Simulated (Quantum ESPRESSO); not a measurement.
# Hf (Fm-3m) in Quantum ESPRESSO: settings compared

One crystal, Hf, is run at these levels: PBEsol, PBEsol+D3, PBEsol+D3(BJ); tasks: relaxation of cell and atoms.

Everything below comes from runs of Quantum ESPRESSO 7.5. Logs are shortened: lines on timing, memory, paths and dates and some standing lists are left out, and cuts for length are marked.

## (1) Starting point

The structure is cubic, space group Fm-3m (No. 225). The conventional cell has a = 4.440 Å, b = 4.440 Å, c = 4.440 Å, α = 90.00°, β = 90.00°, γ = 90.00°. Around Hf (site symmetry m-3m) lie 12 Hf at 3.14 Å.

This isn't the form of Hf at room conditions, which is hcp.

## (2) Relaxation of cell and atoms, PBEsol

Contents of run.py:

```python
import numpy as np
from ase.calculators.espresso import Espresso, EspressoProfile
from ase.io import read

atoms = read('POSCAR')

input_data = {
    'control': {'calculation': 'scf', 'prefix': 'pwscf', 'outdir': './tmp', 'tprnfor': True, 'tstress': True, 'disk_io': 'low'},
    'system': {'ecutwfc': 45.0, 'ecutrho': 360.0, 'nbnd': 12, 'occupations': 'smearing', 'smearing': 'fd', 'degauss': 0.00367493},
    'electrons': {'conv_thr': 2e-10, 'electron_maxstep': 120, 'mixing_beta': 0.5},
}
pseudopotentials = {'Hf': 'hf_pbesol_v1.uspp.F.UPF'}
profile = EspressoProfile(command='mpirun -n 2 pw.x -nk 2', pseudo_dir='pseudo')
dft = Espresso(profile=profile, input_data=input_data, pseudopotentials=pseudopotentials, kpts=(10, 10, 10), koffset=(0, 0, 0))
atoms.calc = dft

from ase.optimize import FIRE
from ase.filters import FrechetCellFilter
done = FIRE(FrechetCellFilter(atoms), trajectory='opt.traj').run(fmax=0.02, steps=30)
print('converged', done)
print('cell (A)', np.round(atoms.cell.cellpar(), 5))
print(f'energy {atoms.get_potential_energy():.8f} eV')
print('forces (eV/A)')
print(np.round(atoms.get_forces(), 6))
print('stress (eV/A^3, Voigt)')
print(np.round(atoms.get_stress(), 8))
print(f'Fermi level {dft.get_fermi_level():.4f} eV')
```

Contents of POSCAR:

```
Hf
1.0
    0.0000000000      2.2200000000      2.2200000000
    2.2200000000      0.0000000000      2.2200000000
    2.2200000000      2.2200000000      0.0000000000
Hf
1
Direct
    0.0000000000      0.0000000000      0.0000000000
```

Potentials or basis: GBRV 1.5 PBEsol.

Command:

```bash
$ OMP_NUM_THREADS=1 python run.py
```

Output:

```text
Step          Energy          fmax
FIRE:    0    -2156.912443        0.218130
FIRE:    1    -2156.913258        0.121498
FIRE:    2    -2156.913268        0.031454
FIRE:    3    -2156.913275        0.027786
FIRE:    4    -2156.913276        0.020859
FIRE:    5    -2156.913317        0.011811
converged True
cell (A) [ 3.12343  3.12343  3.12343 60.      60.      60.     ]
energy -2156.91331658 eV
forces (eV/A)
[[0. 0. 0.]]
stress (eV/A^3, Voigt)
[-0.00054814 -0.00054814 -0.00054814  0.          0.          0.        ]
Fermi level 15.0766 eV
```

espresso.pwi:

```text
&CONTROL
   calculation      = 'scf'
   tstress          = .true.
   tprnfor          = .true.
   outdir           = './tmp'
   prefix           = 'pwscf'
   disk_io          = 'low'
   pseudo_dir       = 'pseudo'
/
&SYSTEM
   nbnd             = 12
   ecutwfc          = 45.0
   ecutrho          = 360.0
   occupations      = 'smearing'
   degauss          = 0.00367493
   smearing         = 'fd'
   ntyp             = 1
   nat              = 1
   ibrav            = 0
/
&ELECTRONS
   electron_maxstep = 120
   conv_thr         = 2e-10
   mixing_beta      = 0.5
/
&IONS
/
&CELL
/
&FCP
/
&RISM
/
ATOMIC_SPECIES
Hf 178.49 hf_pbesol_v1.uspp.F.UPF

K_POINTS automatic
10 10 10  0 0 0

CELL_PARAMETERS angstrom
0.00000000000000 2.20859507346563 2.20859507346563
2.20859507346563 0.00000000000000 2.20859507346563
2.20859507346563 2.20859507346563 0.00000000000000

ATOMIC_POSITIONS angstrom
Hf 0.0000000000 0.0000000000 0.0000000000
```

espresso.pwo:

```text
This program is part of the open-source Quantum ESPRESSO suite
     for quantum simulation of materials; please cite
         "P. Giannozzi et al., J. Phys.:Condens. Matter 21 395502 (2009);
         "P. Giannozzi et al., J. Phys.:Condens. Matter 29 465901 (2017);
         "P. Giannozzi et al., J. Chem. Phys. 152 154105 (2020);
     in publications or presentations arising from this work. More details at

Warning: card &CELL ignored
Warning: card &FCP ignored
Warning: card &RISM ignored

     Message from routine setup:
     using ibrav=0 with symmetry is DISCOURAGED, use correct ibrav instead

     K-points division:     npool     =       2
     Subspace diagonalization in iterative solution of the eigenvalue problem:
     a serial algorithm will be used

     G-vector sticks info
     --------------------
     sticks:   dense  smooth     PW     G-vecs:    dense   smooth      PW
     Sum         859     433    151                16865     5961    1139

     Using Slab Decomposition

     bravais-lattice index     =            0
     lattice parameter (alat)  =       5.9024  a.u.
     unit-cell volume          =     145.4035 (a.u.)^3
     number of atoms/cell      =            1
     number of atomic types    =            1
     number of electrons       =        12.00
     number of Kohn-Sham states=           12
     kinetic-energy cutoff     =      45.0000  Ry
     charge density cutoff     =     360.0000  Ry
     scf convergence threshold =      2.0E-10
     mixing beta               =       0.5000
     number of iterations used =            8  plain     mixing
     Exchange-correlation= SLA  PW   PSX  PSC
                           (   1   4  10   8   0   0   0)

     celldm(1)=   5.902418  celldm(2)=   0.000000  celldm(3)=   0.000000
     celldm(4)=   0.000000  celldm(5)=   0.000000  celldm(6)=   0.000000

     crystal axes: (cart. coord. in units of alat)
               a(1) = (   0.000000   0.707107   0.707107 )
               a(2) = (   0.707107   0.000000   0.707107 )
               a(3) = (   0.707107   0.707107   0.000000 )

     reciprocal axes: (cart. coord. in units 2 pi/alat)
               b(1) = ( -0.707107  0.707107  0.707107 )
[... 31 lines left out ...]
                       cart. coord. in units 2pi/alat
        k(    1) = (   0.0000000   0.0000000   0.0000000), wk =   0.0020000
        k(    2) = (   0.0707107   0.0707107  -0.0707107), wk =   0.0160000
        k(    3) = (   0.1414214   0.1414214  -0.1414214), wk =   0.0160000
        k(    4) = (   0.2121320   0.2121320  -0.2121320), wk =   0.0160000
        k(    5) = (   0.2828427   0.2828427  -0.2828427), wk =   0.0160000
        k(    6) = (  -0.3535534  -0.3535534   0.3535534), wk =   0.0080000
[... 39 lines left out ...]
        k(   46) = (  -0.0707107  -0.3535534   0.6363961), wk =   0.0480000
        k(   47) = (  -0.7071068   0.2828427   0.0000000), wk =   0.0240000

     Dense  grid:    16865 G-vectors     FFT dimensions: (  36,  36,  36)

     Smooth grid:     5961 G-vectors     FFT dimensions: (  25,  25,  25)

     Initial potential from superposition of free atoms

     starting charge      10.0000, renormalised to      12.0000

     negative rho (up, down):  1.275E-01 0.000E+00
     Starting wfcs are   13 randomized atomic wfcs

     Self-consistent Calculation

     iteration #  1     ecut=    45.00 Ry     beta= 0.50
     Davidson diagonalization with overlap
     ethr =  1.00E-02,  avg # of iterations =  4.0

     negative rho (up, down):  1.110E-01 0.000E+00
[... 67 lines left out ...]
     iteration #  9     ecut=    45.00 Ry     beta= 0.50
     Davidson diagonalization with overlap
     ethr =  8.17E-12,  avg # of iterations =  2.0

     negative rho (up, down):  1.110E-01 0.000E+00

     End of self-consistent calculation

          k = 0.0000 0.0000 0.0000 (   725 PWs)   bands (ev):

   -46.4777 -14.7135 -14.7135 -14.7135   7.7208  16.4850  16.4850  16.4850
    19.4126  19.4126  26.4402  30.8249

          k = 0.0707 0.0707-0.0707 (   737 PWs)   bands (ev):
[... 146 lines left out ...]
   -46.3786 -15.5850 -15.0473 -15.0473  11.6436  12.8046  17.7918  21.6701
    22.3349  22.3349  25.2207  25.2207

          k = 0.2828 0.1414 0.0000 (   748 PWs)   bands (ev):

   -46.4373 -15.1385 -14.8709 -14.7910   9.8822  14.8314  16.5761  17.7095
    18.0329  20.3262  28.4977  30.4390

          k = 0.3536 0.2121-0.0707 (   743 PWs)   bands (ev):
[... 71 lines left out ...]
   -46.3785 -15.4047 -15.2388 -15.0602  12.9575  14.0338  15.4010  18.0068
    22.3452  24.4881  24.5215  25.2015

     the Fermi energy is    15.0766 ev

!    total energy              =    -158.53021862 Ry
     estimated scf accuracy    <          1.8E-12 Ry
     smearing contrib. (-TS)   =      -0.00079105 Ry
     internal energy E=F+TS    =    -158.52942757 Ry

     The total energy is F=E-TS. E is the sum of the following terms:
     one-electron contribution =     -17.51826540 Ry
     hartree contribution      =      13.38130425 Ry
     xc contribution           =     -75.29841796 Ry
     ewald contribution        =     -79.09404847 Ry

     convergence has been achieved in   9 iterations

     negative rho (up, down):  1.110E-01 0.000E+00

     Forces acting on atoms (cartesian axes, Ry/au):

     atom    1 type  1   force =     0.00000000    0.00000000    0.00000000

     Total force =     0.000000     Total SCF correction =     0.000000

     Computing stress (Cartesian axis) and pressure

     negative rho (up, down):  1.110E-01 0.000E+00
          total   stress  (Ry/bohr**3)                   (kbar)     P=        0.88
   0.00000597  -0.00000000  -0.00000000            0.88       -0.00       -0.00
  -0.00000000   0.00000597  -0.00000000           -0.00        0.88       -0.00
  -0.00000000  -0.00000000   0.00000597           -0.00       -0.00        0.88

=------------------------------------------------------------------------------=
   JOB DONE.
=------------------------------------------------------------------------------=
```

Wall time 29 s (2 MPI ranks of Arm Neoverse V2, shared host); peak memory 0.2 GiB.

What came out:

```
Free energy                            : -2156.9135 eV
Relaxed volume                         : 21.55 Å³/atom
Relaxed cell                           : a = 3.123 Å, b = 3.123 Å, c = 3.123 Å, α = 60.00°, β = 60.00°, γ = 60.00°
Space group after relaxing (to 0.05 Å) : Fm-3m (No. 225)
Energy gained by relaxing              : 0.9 meV/atom
Ionic steps                            : 6
Pressure after relaxing                : 0.1 GPa
Band gap on the k mesh                 : none (metal or under the smearing width)
```

The path:
```
step  energy change (eV)  largest force (eV/Å)  pressure (GPa)  volume (Å³)
   1              0.0000                0.0000           -1.60        21.88
   2             -0.0008                0.0000           -0.90        21.74
   3             -0.0008                0.0000            0.23        21.52
   4             -0.0008                0.0000            0.21        21.52
   5             -0.0008                0.0000            0.16        21.53
   6             -0.0009                0.0000            0.09        21.55
```

Final structure:
```
Hf
1.0
     0.00000    2.20860    2.20860
     2.20860    0.00000    2.20860
     2.20860    2.20860    0.00000
Hf
1
Cartesian
  0.0000 0.0000 0.0000
```

## (3) Relaxation of cell and atoms, PBEsol+D3

run.py, as its differences from that of step 2:

```diff
@@ -8,3 +8,3 @@
     'control': {'calculation': 'scf', 'prefix': 'pwscf', 'outdir': './tmp', 'tprnfor': True, 'tstress': True, 'disk_io': 'low'},
-    'system': {'ecutwfc': 45.0, 'ecutrho': 360.0, 'nbnd': 12, 'occupations': 'smearing', 'smearing': 'fd', 'degauss': 0.00367493},
+    'system': {'ecutwfc': 45.0, 'ecutrho': 360.0, 'nbnd': 12, 'occupations': 'smearing', 'smearing': 'fd', 'degauss': 0.00367493, 'vdw_corr': 'grimme-d3', 'dftd3_version': 3},
     'electrons': {'conv_thr': 2e-10, 'electron_maxstep': 120, 'mixing_beta': 0.5},
@@ -16,5 +16,5 @@
 
-from ase.optimize import FIRE
+from ase.optimize import BFGS
 from ase.filters import FrechetCellFilter
-done = FIRE(FrechetCellFilter(atoms), trajectory='opt.traj').run(fmax=0.02, steps=30)
+done = BFGS(FrechetCellFilter(atoms), trajectory='opt.traj').run(fmax=0.02, steps=30)
 print('converged', done)
```

POSCAR is that of step 2.

Potentials or basis: GBRV 1.5 PBEsol.

Command:

```bash
$ OMP_NUM_THREADS=1 python run.py
```

Output:

```text
Step          Energy          fmax
BFGS:    0    -2157.205091        0.582726
BFGS:    1    -2157.214097        0.219276
BFGS:    2    -2157.215096        0.009053
converged True
cell (A) [ 3.09793  3.09793  3.09793 60.      60.      60.     ]
energy -2157.21509627 eV
forces (eV/A)
[[0. 0. 0.]]
stress (eV/A^3, Voigt)
[-0.00043062 -0.00043062 -0.00043062 -0.          0.         -0.        ]
Fermi level 15.5032 eV
```

espresso.pwi:

```text
&CONTROL
   calculation      = 'scf'
   tstress          = .true.
   tprnfor          = .true.
   outdir           = './tmp'
   prefix           = 'pwscf'
   disk_io          = 'low'
   pseudo_dir       = 'pseudo'
/
&SYSTEM
   nbnd             = 12
   ecutwfc          = 45.0
   ecutrho          = 360.0
   occupations      = 'smearing'
   degauss          = 0.00367493
   smearing         = 'fd'
   vdw_corr         = 'grimme-d3'
   dftd3_version    = 3
   ntyp             = 1
   nat              = 1
   ibrav            = 0
/
&ELECTRONS
   electron_maxstep = 120
   conv_thr         = 2e-10
   mixing_beta      = 0.5
/
&IONS
/
&CELL
/
&FCP
/
&RISM
/
ATOMIC_SPECIES
Hf 178.49 hf_pbesol_v1.uspp.F.UPF

K_POINTS automatic
10 10 10  0 0 0

CELL_PARAMETERS angstrom
-0.00000000000000 2.19056640425715 2.19056640425715
2.19056640425715 -0.00000000000000 2.19056640425715
2.19056640425715 2.19056640425715 0.00000000000000

ATOMIC_POSITIONS angstrom
Hf 0.0000000000 0.0000000000 0.0000000000
```

espresso.pwo:

```text
This program is part of the open-source Quantum ESPRESSO suite
     for quantum simulation of materials; please cite
         "P. Giannozzi et al., J. Phys.:Condens. Matter 21 395502 (2009);
         "P. Giannozzi et al., J. Phys.:Condens. Matter 29 465901 (2017);
         "P. Giannozzi et al., J. Chem. Phys. 152 154105 (2020);
     in publications or presentations arising from this work. More details at

Warning: card &CELL ignored
Warning: card &FCP ignored
Warning: card &RISM ignored

     Message from routine setup:
     using ibrav=0 with symmetry is DISCOURAGED, use correct ibrav instead

     K-points division:     npool     =       2
     Subspace diagonalization in iterative solution of the eigenvalue problem:
     a serial algorithm will be used
[... 463 lines left out ...]
     internal energy E=F+TS    =    -158.55163304 Ry

     The total energy is F=E-TS. E is the sum of the following terms:
     one-electron contribution =     -16.59746938 Ry
     hartree contribution      =      13.13904662 Ry
     xc contribution           =     -75.32559403 Ry
     ewald contribution        =     -79.74500359 Ry
     DFT-D3 Dispersion         =      -0.02261266 Ry

     convergence has been achieved in   9 iterations

     negative rho (up, down):  1.115E-01 0.000E+00

     Forces acting on atoms (cartesian axes, Ry/au):

     atom    1 type  1   force =     0.00000000    0.00000000    0.00000000

     Total force =     0.000000     Total SCF correction =     0.000000

     Computing stress (Cartesian axis) and pressure

     negative rho (up, down):  1.115E-01 0.000E+00
          total   stress  (Ry/bohr**3)                   (kbar)     P=        0.69
   0.00000469   0.00000000  -0.00000000            0.69        0.00       -0.00
   0.00000000   0.00000469   0.00000000            0.00        0.69        0.00
  -0.00000000   0.00000000   0.00000469           -0.00        0.00        0.69

=------------------------------------------------------------------------------=
   JOB DONE.
=------------------------------------------------------------------------------=
```

Run time: 16 s. Hardware: 2 MPI ranks of Arm Neoverse V2, shared host; peak memory 0.22 GiB.

Results:

```
Free energy                            : -2157.2153 eV
Relaxed volume                         : 21.02 Å³/atom
Relaxed cell                           : a = 3.098 Å, b = 3.098 Å, c = 3.098 Å, α = 60.00°, β = 60.00°, γ = 60.00°
Space group after relaxing (to 0.05 Å) : Fm-3m (No. 225)
Energy gained by relaxing              : 10.0 meV/atom
Ionic steps                            : 3
Pressure after relaxing                : 0.1 GPa
Band gap on the k mesh                 : none (metal or under the smearing width)
```

The path:
```
step  energy change (eV)  largest force (eV/Å)  pressure (GPa)  volume (Å³)
   1              0.0000                0.0000           -4.27        21.88
   2             -0.0090                0.0000           -1.65        21.34
   3             -0.0100                0.0000            0.07        21.02
```

Final structure:
```
CELL_PARAMETERS angstrom
0.00000 2.19057 2.19057
2.19057 0.00000 2.19057
2.19057 2.19057 0.00000
ATOMIC_POSITIONS crystal
Hf 0.00000 0.00000 0.00000
```

Levels at points of the mesh, in eV from the Fermi level:
```tsv
k point	band 2	band 3	band 4	band 5	band 6	band 7	band 8	band 9	band 10	band 11
(0.00, 0.00, 0.00)	-29.70	-29.70	-29.70	-7.44	1.42	1.42	1.42	4.44	4.44	11.44
(0.00, 0.00, -0.50)	-30.71	-29.83	-29.83	-3.83	0.80	1.16	1.16	6.76	6.76	10.18
(0.00, -0.50, -0.50)	-30.65	-30.06	-30.06	-3.54	-2.37	2.86	6.77	7.46	7.46	10.36
```

Caveat: pairwise dispersion overbinds metals, which lowers pressure and volume. The run has no spin-orbit coupling, so splittings on Hf are missing.

## (4) Relaxation of cell and atoms, PBEsol+D3(BJ)

run.py, as its differences from that of step 3:

```diff
@@ -8,3 +8,3 @@
     'control': {'calculation': 'scf', 'prefix': 'pwscf', 'outdir': './tmp', 'tprnfor': True, 'tstress': True, 'disk_io': 'low'},
-    'system': {'ecutwfc': 45.0, 'ecutrho': 360.0, 'nbnd': 12, 'occupations': 'smearing', 'smearing': 'fd', 'degauss': 0.00367493, 'vdw_corr': 'grimme-d3', 'dftd3_version': 3},
+    'system': {'ecutwfc': 45.0, 'ecutrho': 360.0, 'nbnd': 12, 'occupations': 'smearing', 'smearing': 'fd', 'degauss': 0.00367493, 'vdw_corr': 'grimme-d3', 'dftd3_version': 4},
     'electrons': {'conv_thr': 2e-10, 'electron_maxstep': 120, 'mixing_beta': 0.5},
@@ -16,5 +16,5 @@
 
-from ase.optimize import BFGS
+from ase.optimize import FIRE
 from ase.filters import FrechetCellFilter
-done = BFGS(FrechetCellFilter(atoms), trajectory='opt.traj').run(fmax=0.02, steps=30)
+done = FIRE(FrechetCellFilter(atoms), trajectory='opt.traj').run(fmax=0.02, steps=30)
 print('converged', done)
```

POSCAR is that of step 3.

Command:

```bash
$ OMP_NUM_THREADS=1 python run.py
```

Wall time 37 s (2 MPI ranks of Arm Neoverse V2, shared host); peak memory 0.22 GiB.

The run converged. Its results:

- Free energy: -2157.4149 eV
- Relaxed volume: 20.91 Å³/atom
- Relaxed cell: a = 3.092 Å, b = 3.092 Å, c = 3.092 Å, α = 60.00°, β = 60.00°, γ = 60.00°
- Space group after relaxing (to 0.05 Å): Fm-3m (No. 225)
- Energy gained by relaxing: 13.6 meV/atom
- Ionic steps: 7
- Pressure after relaxing: 0.0 GPa
- Band gap on the k mesh: none (metal or under the smearing width)

The path:
| step | energy change (eV) | largest force (eV/Å) | pressure (GPa) | volume (Å³) |
| --- | --- | --- | --- | --- |
| 1 | 0.0000 | 0.0000 | -4.96 | 21.88 |
| 2 | -0.0099 | 0.0000 | -2.85 | 21.44 |
| 3 | -0.0129 | 0.0000 | 0.82 | 20.77 |
| 4 | -0.0130 | 0.0000 | 0.72 | 20.79 |
| 5 | -0.0133 | 0.0000 | 0.54 | 20.82 |
| 6 | -0.0135 | 0.0000 | 0.29 | 20.86 |
| 7 | -0.0136 | 0.0000 | 0.02 | 20.91 |

Final structure:
```
Hf
1.0
     0.00000    2.18662    2.18662
     2.18662    0.00000    2.18662
     2.18662    2.18662    0.00000
Hf
1
Direct
  0.00000 0.00000 0.00000
```

Levels at points of the mesh, in eV from the Fermi level:
| k point | band 4 | band 5 | band 6 | band 7 | band 8 | band 9 |
| --- | --- | --- | --- | --- | --- | --- |
| (0.00, 0.00, 0.00) | -29.68 | -7.45 | 1.42 | 1.42 | 1.42 | 4.46 |
| (0.00, 0.00, -0.50) | -29.82 | -3.85 | 0.82 | 1.16 | 1.16 | 6.80 |
| (0.00, -0.50, -0.50) | -30.05 | -3.56 | -2.39 | 2.90 | 6.81 | 7.51 |

Caveat: pairwise dispersion overbinds metals, which lowers pressure and volume. The run has no spin-orbit coupling, so splittings on Hf are missing.

## (5) Overview

```tsv
level	ASE optimiser	gap on the mesh (eV)	pressure (GPa)	relaxed volume (Å³/atom)
PBEsol	FIRE	none	0.1	21.55
PBEsol+D3	BFGS	none	0.1	21.02
PBEsol+D3(BJ)	FIRE	none	0.0	20.91
```

Alike in all rows: task relaxation of cell and atoms; potentials or basis GBRV 1.5 PBEsol; no spin polarisation; cell relaxed; k mesh 10 × 10 × 10; cutoff (eV) 612; smearing fermi-dirac 0.05 eV.

Caveats: pairwise dispersion overbinds metals, which lowers pressure and volume (some runs).

Total energies depend on the potentials used, so only differences within one code and one set of settings carry meaning.
